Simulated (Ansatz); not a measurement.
An element in the diamond structure gives these cold pressures by all-electron LAPW under PBE (Ansatz 0.2.0, scalar-relativistic, no spin polarisation).

```csv
V (Å³/atom),P (GPa)
186.64,0.01
167.98,0.09
149.31,0.22
130.65,0.40
111.99,0.62
93.32,0.99
74.66,1.91
```

(1) Which element is it?

## Answers

(1) Cs. Its zero-pressure volume in this structure is near 186.6 Å³/atom; the volume and the steepness of P(V) together point to it, though neighbours can come close. Other candidates weren't computed, and some may come near.
